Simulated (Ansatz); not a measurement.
# MnSb (P6_3/mmc) in Ansatz: settings compared

One crystal, MnSb, is run at these levels: PBEsol+D4, RPBE+D4, RPBE+D3(BJ); tasks: relaxation of cell and atoms.

Program: Ansatz 0.2.0. These are calculated values, not measurements. Logs are shortened: lines on timing, memory, paths and dates and some standing lists are left out, and cuts for length are marked.

**1. The structure**

It takes space group P6_3/mmc (No. 194, hexagonal). The conventional cell has a = 4.150 Å, b = 4.150 Å, c = 5.780 Å, α = 90.00°, β = 90.00°, γ = 120.00°. Around Sb (site symmetry -6m2) lie 6 Mn at 2.80 Å. Mn (site symmetry -3m) is surrounded by 6 Sb at 2.80 Å and 2 Mn at 2.89 Å.

**2. Relaxation of cell and atoms, PBEsol+D4, collinear spin, ferromagnetic start**

Input file input.yaml:

```yaml
crystal:
  lattice:
    - [4.15, 0.0, 0.0]
    - [-2.075, 3.5940054257, 0.0]
    - [0.0, 0.0, 5.78]
  atoms:
    - { symbol: Sb, position: [0.6666666667, 0.3333333333, 0.75] }
    - { symbol: Sb, position: [0.3333333333, 0.6666666667, 0.25] }
    - { symbol: Mn, position: [0.0, 0.0, 0.5], spin: 4.0 }
    - { symbol: Mn, position: [0.0, 0.0, 0.0], spin: 4.0 }
hamiltonian:
  xc: pbesol
  pseudopotentials: { kind: paw }
  dispersion: d4
magnetization:
  spin_polarized: true
kpoints:
  mp_grid: { grid: [7, 7, 5] }
scf:
  occupations: { method: fermi_dirac, width: 0.05 }
output:
  forces: true
  stress: true
  write_density: true
  write_potential: true
  elf: true
  volumetric_format: npy
relax:
  f_tol: 0.01
  max_steps: 40
  cell: { stress_tol: 0.05 }
```

Potentials or basis: Ansatz PAW.

Command:

```sh
ansatz run input.yaml --threads 2 --pin off --max-ram 5632MiB --backend cpu --events-out ev --progress --plain --runs-dir out
```

The program printed:

```text
Warning: RAYON_NUM_THREADS=2 ignored (pool sized by the plan → 2); use --threads N
Engine: ansatz 0.2.0, x86_64-unknown-linux-gnu
Pseudopotentials: kind: paw
Pseudopotential: Sb, paw, valence charge 15, recommended cutoff 420 eV (normal), Sb.paw.azcp
Pseudopotential: Mn, paw, valence charge 15, recommended cutoff 420 eV (normal), Mn.paw.azcp
Functional definition: PBEsol
  exchange = pbesol_x
  correlation = pbesol_c
Crystal: 4 atoms, lattice volume = 86.209 Å³
Basis set: ecut = 420 eV, 1657 PW (Γ), exchange–correlation on 60×60×80 points (8 copies of the dense FFT grid, shifted against one another)
Bands: 41, of which v1, the nominal top of the filled ones, is band 30 counted from 1 (29 counted from 0)
Symmetry: 24 space group operations
Space group: P63/mmc (ITA 194), of the structure as read, at distance tolerance 4.4e-5 Å
Magnetic group: BNS 194.263 (UNI 1493), of the structure as read, at distance tolerance 4.4e-5 Å
k-points: 24 of 245
Non-local potential: Sb, projectors of the file, l = 0: 2, l = 1: 2, l = 2: 2, l = 3: 2
Non-local potential: Mn, projectors of the file, l = 0: 3, l = 1: 2, l = 2: 3, l = 3: 1
PAW form: soft (Blöchl's): semilocal exchange-correlation on the pseudo side does not see the compensation charge
PAW frozen core: Sb, regenerated for the run's functional, and the local potential with it (the file was generated under x = pbe(κ = 0.804, μ = 0.2195149727645171), c = pbe(β = 0.06672455060314922))
PAW frozen core: Mn, regenerated for the run's functional, and the local potential with it (the file was generated under x = pbe(κ = 0.804, μ = 0.2195149727645171), c = pbe(β = 0.06672455060314922))
PAW one-centre angular grid: Sb, 590 points (default); XC on 64 Gauss nodes
PAW one-centre angular grid: Mn, 590 points (default); XC on 64 Gauss nodes
Initial density: superposition of atomic densities (chi_scale 0.1, normalization cell)
Starting moments: Σ|m| = 8 μB on 2 of 4 sites
Initial wavefunctions: pseudopotential atomic-orbital guess
Functional: x = pbesol(κ = 0.804, μ = 0.12345679012345678), c = pbesol(β = 0.046)
iter 1 solved again at ethr=6.74e-4 eV; its pass at ethr=3.10e-3 eV (dr2=4.05e-1 eV) is discarded
SCF iter   1: F=—  HF=-20553.233461 eV  |F-HF|=—  |Δ(HF+E_count)|=         —  Δρ=1.50e-2 (↑1.13e-2 ↓1.50e-2)  dr2=4.11e-1  dr2_m=6.27e-2  M=7.239 μB ∫|m|=7.926 μB  β_m=0.30  ethr=6.74e-4  ⟨swp⟩=1.5  Hψ=10361  notcnv=0
Mixer restart at iter 1: flushing history
preconditioner: auto → Kerker (q_TF=auto, 2.568 Å⁻¹)  [metal: Δε(μ)=0.061 eV  Ē_g=7.441 eV  σ=0.050 eV  W_gap=0.29  n_scr=22 (ndim 8)  ℏωp=19.6 eV  f_vac=0.000  D(μ)=1.78/eV (n_scr^D=8)]
spin=Collinear: Kerker preconditioning applied to the charge; magnetization (m = ρ↑ − ρ↓) channel mixes plain (no charge-response kernel on spin).
SCF iter   2: F=—  HF=-20553.566123 eV  |F-HF|=—  |Δ(HF+E_count)|=   3.33e-1  Δρ=1.33e-2 (↑8.82e-3 ↓1.33e-2)  dr2=3.99e-1  dr2_m=3.77e-2  M=7.161 μB ∫|m|=7.889 μB  β_m=0.65  ethr=6.74e-4  ⟨swp⟩=2.0  Hψ=2459  notcnv=0
[... 99 lines left out ...]
Free energy (F): -20554.742877 eV
Harris-Foulkes:  -20554.742877 eV  (|F-HF|=7.28e-12)
Internal energy: -20554.714717 eV  (E = F + TS)
E sigma→0 (E₀):  -20554.728797 eV
Entropy (-TS):   -0.028161 eV (-7.040 meV/atom)
Fermi energy:    14.790046 eV
--- Per-component energies (eV) ---
  E_band       = -678.299026
  E_kinetic    = 1034.555321
  E_local      = -6832.402662  (includes V_loc(G=0)·N_el)
  E_nonlocal   = 1224.972758
  E_hartree    = 2991.077964
  E_xc         = -503.463393
  E_vxc        = -487.294553  (∫ρ·V_xc dr)
  E_paw        = -11549.944174  (= ΣΔE_a)
  E_vpaw       = -1600.286026  (= ΣTr[D̂ρ^β])
  E_aug_tail   = -0.000024  (compensation charges beyond the density's cutoff)
  E_ewald      = -6919.377854
  E_disp       = -1.135666  (pairwise vdW)
  E_core_change = 1.003015  (= ΣΔE_core)
  E_smearing   = -0.028161  (= −TS)
  E_closure    = -0.000000  (closes the sum)
  Σ components = -20554.742877   (vs F -20554.742877, Δ=0.00e0)
--- Forces (eV/Å), atoms counted from 1 ---
  atom   1  Sb     0.00000000    -0.00000000    -0.00000000
  atom   2  Sb    -0.00000000     0.00000000     0.00000000
  atom   3  Mn     0.00000000     0.00000000     0.00000000
  atom   4  Mn     0.00000000    -0.00000000    -0.00000000
  max |Σ_I F_I| component: 9.25e-18 eV/Å
--- Stress (GPa, compression-positive) ---
       -0.004699       0.000000       0.000000
       -0.000000      -0.004699      -0.000000
        0.000000       0.000000      -0.014171
  P = ⅓ Tr σ = -0.0079 GPa (-0.079 kbar)
--- Band table (eV; the first three rows and the last of 48) ---
  k-point 0 ↑: bands = ["-65.5421", "-65.5230", "-34.5375", "-34.5375", "-34.5186", "-34.5186", "-34.3334", "-34.1499", "-14.2237", "-14.2237", "-14.1877", "-14.1805", "-14.1750", "-14.1750", "-14.1661", "-14.1661", "-14.1620", "-14.1620", "2.0798", "6.0530", "8.4214", "10.5421", "10.5421", "11.4897", "11.9108", "11.9108", "12.4119", "12.4119", "13.4448", "13.4448", "15.2305", "15.4349", "15.4349", "17.8269", "17.8269", "17.9466", "18.1482", "20.9033", "20.9033", "20.9717", "22.8720"]
  k-point 1 ↑: bands = ["-65.5403", "-65.5249", "-34.5357", "-34.5357", "-34.5204", "-34.5204", "-34.3160", "-34.1676", "-14.2201", "-14.2201", "-14.1869", "-14.1830", "-14.1830", "-14.1811", "-14.1623", "-14.1623", "-14.1613", "-14.1613", "2.2866", "5.1486", "9.5336", "10.6813", "10.6813", "11.6188", "12.0074", "12.0074", "12.1930", "12.1930", "13.1321", "13.1321", "14.9471", "15.9220", "15.9220", "17.1612", "17.7580", "17.7580", "18.3551", "20.7383", "20.7383", "21.2584", "22.0610"]
  k-point 2 ↑: bands = ["-65.5355", "-65.5296", "-34.5310", "-34.5310", "-34.5251", "-34.5251", "-34.2704", "-34.2137", "-14.2102", "-14.2102", "-14.1966", "-14.1966", "-14.1850", "-14.1827", "-14.1601", "-14.1601", "-14.1599", "-14.1599", "2.8988", "3.8858", "11.0770", "11.0770", "11.1693", "11.6484", "11.6484", "11.8060", "12.2764", "12.2764", "12.6666", "12.6666", "14.6368", "15.4731", "16.7904", "16.7904", "17.4609", "17.4609", "19.3881", "20.6280", "20.6280", "20.8058", "21.0499"]
  k-point 23 ↓: bands = ["-62.6811", "-62.6746", "-31.6609", "-31.6599", "-31.6539", "-31.6531", "-31.6221", "-31.5586", "-14.2337", "-14.2328", "-14.2306", "-14.2124", "-14.1952", "-14.1941", "-14.1820", "-14.1806", "-14.1781", "-14.1751", "4.9662", "5.2103", "9.4320", "9.4513", "10.2906", "11.1083", "13.0901", "13.1238", "14.5124", "14.9147", "15.1054", "15.1928", "15.5834", "15.5864", "16.0451", "16.2031", "18.7916", "19.4619", "21.8062", "22.0815", "22.6902", "22.8123", "23.3519"]
--- Relaxed structure (5 steps of the walk, 5 accepted, 1 SCFs on fresh bases) ---
  F+E_penalty+E_count = -20554.74287741 eV   max|allowed force component| = 9.252e-17 eV/Å   (the final SCF, on the basis selected at the relaxed cell)
  cell:  # Å, volume = 72.7167 Å³
    - [3.953059544211889, 2.4123617353017794e-34, 0.0]
    - [-1.9765297721059445, 3.4234499879600304, 0.0]
    - [0.0, 0.0, 5.3732486685954015]
  atoms:
    - { symbol: Sb, position: [0.6666666666666666, 0.33333333333333326, 0.75] }
    - { symbol: Sb, position: [0.33333333333333326, 0.6666666666666666, 0.25] }
    - { symbol: Mn, position: [2.0820831200977096e-35, -4.108358546532195e-34, 0.5] }
    - { symbol: Mn, position: [-1.815397329482786e-34, 2.0541792732660966e-34, 6.33940838119789e-90] }
```

v_z.tsv:

```text
# z_ang	v_es[eV]	v_tot_up[eV]	v_tot_dn[eV]
# format = ansatz-planar-average/11
# xc	pbesol
# density_cutoff_ev	1680
# datasets	Sb=:simpson_from_first_knot:soft:shift=-1269804	Mn=:simpson_from_first_knot:soft:shift=-858434
# lattice	3.953059544	0.000000000	0.000000000
# lattice	-1.976529772	3.423449988	0.000000000
# lattice	0.000000000	0.000000000	5.373248669
# sites	4
# site	51	1.976529772	1.141149996	4.029936501
# site	51	-0.000000000	2.282299992	1.343312167
# site	25	0.000000000	-0.000000000	2.686624334
# site	25	-0.000000000	0.000000000	0.000000000
0.000000	6.778578e0	-5.172068e0	-4.621925e0
0.149257	6.887669e0	-4.998920e0	-4.441707e0
0.298514	7.124091e0	-4.604353e0	-4.038827e0
0.447771	7.409481e0	-4.131205e0	-3.591432e0
0.597028	7.791086e0	-3.595935e0	-3.155077e0
0.746285	8.216413e0	-3.117855e0	-2.855687e0
[... 28 lines left out ...]
5.074735	7.124091e0	-4.604353e0	-4.038827e0
5.223992	6.887669e0	-4.998920e0	-4.441707e0
```

Run time: 23 s. Hardware: 2 threads of Intel Xeon 6975P-C (Granite Rapids), shared host; peak memory 0.54 GiB.

Results:

```yaml
Free_energy: -20554.7429 eV
Relaxed_volume: 18.18 Å³/atom
Relaxed_cell: a = 3.953 Å, b = 3.953 Å, c = 5.373 Å, α = 90.00°, β = 90.00°, γ = 120.00°
Space_group_after_relaxing_to_0.05_Å: P6_3/mmc (No. 194)
Energy_gained_by_relaxing: 107.8 meV/atom
Ionic_steps: 6
Pressure_after_relaxing: 0.0 GPa
Band_gap_on_the_k_mesh: none (metal or under the smearing width)
Net_moment: 5.35 μB per cell
Absolute_moment: 5.95 μB per cell
Site_moments: Sb -0.08; Mn +2.68 μB
```

Step by step:
```
step  energy change (eV)  largest force (eV/Å)  volume (Å³)
   1              0.0000                0.0000        86.21
   2             -0.4123                0.0000        75.25
   3             -0.4336                0.0000        72.02
   4             -0.4351                0.0000        72.81
   5             -0.4351                0.0000        72.72
   6             -0.4312                0.0000        72.72
```

Final structure:
```xyz
4
Lattice="3.9531 0.0000 0.0000 -1.9765 3.4234 0.0000 0.0000 0.0000 5.3732" Properties=species:S:1:pos:R:3 pbc="T T T"
Sb    1.9765    1.1411    4.0299
Sb    0.0000    2.2823    1.3433
Mn    0.0000    0.0000    2.6866
Mn    0.0000    0.0000    0.0000
```

Caveat: the volume moved by over 15 % at a fixed basis, so the end points are rough; the plane-wave basis is chosen anew once the cell has moved, so the energies of steps on either side of that aren't comparable; the volume moved by -16 % from the deposited cell, more than functionals usually miss; only a ferromagnetic start was run, and an antiferromagnetic order may lie lower in energy; pairwise dispersion overbinds metals, which lowers pressure and volume; the PAW data sets come from PBE, with cores solved anew for the run's functional, which leaves a small shift of forces and pressure. Spin-orbit coupling is left out, which matters for the levels of Sb.

**3. Relaxation of cell and atoms, RPBE+D4, collinear spin, ferromagnetic start**

input.yaml, as its differences from that of step 2:

```diff
@@ -11,3 +11,3 @@
 hamiltonian:
-  xc: pbesol
+  xc: rpbe
   pseudopotentials: { kind: paw }
```

Potentials or basis: Ansatz PAW.

Command:

```sh
ansatz run input.yaml --threads 2 --pin off --max-ram 5632MiB --backend cpu --events-out ev --progress --plain --runs-dir out
```

Wall time 24 s (2 threads of Intel Xeon 6975P-C (Granite Rapids), shared host); peak memory 0.52 GiB.

The run converged. Its results:

- Free energy: -20796.9345 eV
- Relaxed volume: 19.10 Å³/atom
- Relaxed cell: a = 4.000 Å, b = 4.000 Å, c = 5.515 Å, α = 90.00°, β = 90.00°, γ = 120.00°
- Space group after relaxing (to 0.05 Å): P6_3/mmc (No. 194)
- Energy gained by relaxing: 52.6 meV/atom
- Ionic steps: 6
- Pressure after relaxing: 0.0 GPa
- Band gap on the k mesh: none (metal or under the smearing width)
- Net moment: 6.01 μB per cell
- Absolute moment: 6.79 μB per cell
- Site moments: Sb -0.10; Mn +3.05 μB

The path:
```
step  energy change (eV)  largest force (eV/Å)  volume (Å³)
   1              0.0000                0.0000        86.21
   2             -0.2091                0.0000        75.04
   3             -0.2138                0.0000        76.88
   4             -0.2146                0.0000        76.45
   5             -0.2146                0.0000        76.41
   6             -0.2103                0.0000        76.41
```

Final structure:
```
Sb Mn
1.0
     3.99984    0.00000    0.00000
    -1.99992    3.46396    0.00000
     0.00000    0.00000    5.51485
Sb Mn
2 2
Cartesian
  1.9999 1.1547 4.1361
  0.0000 2.3093 1.3787
  0.0000 0.0000 2.7574
  0.0000 0.0000 0.0000
```

Levels at points of the mesh, in eV from the Fermi level:
Spin up:
```csv
k point,band 30,band 31,band 32,band 33,band 34,band 35,band 36,band 37
"(0.00, 0.00, 0.00)",-1.66,-0.03,0.59,0.59,2.74,2.74,3.11,3.19
```
Spin down:
```
           k point  band 23  band 24  band 25  band 26  band 27  band 28  band 29  band 30  band 31  band 32
(0.00, 0.00, 0.00)    -2.92    -1.33    -0.33    -0.33     0.07     0.07     0.69     0.69     1.43     1.43
```

Caveat: the plane-wave basis is chosen anew once the cell has moved, so the energies of steps on either side of that aren't comparable; the volume moved by -11 % from the deposited cell, more than functionals usually miss; only a ferromagnetic start was run, and an antiferromagnetic order may lie lower in energy; pairwise dispersion overbinds metals, which lowers pressure and volume; the PAW data sets come from PBE, with cores solved anew for the run's functional, which leaves a small shift of forces and pressure. The run has no spin-orbit coupling, so splittings on Sb are missing.

(Part 1 of 2 ends here.)
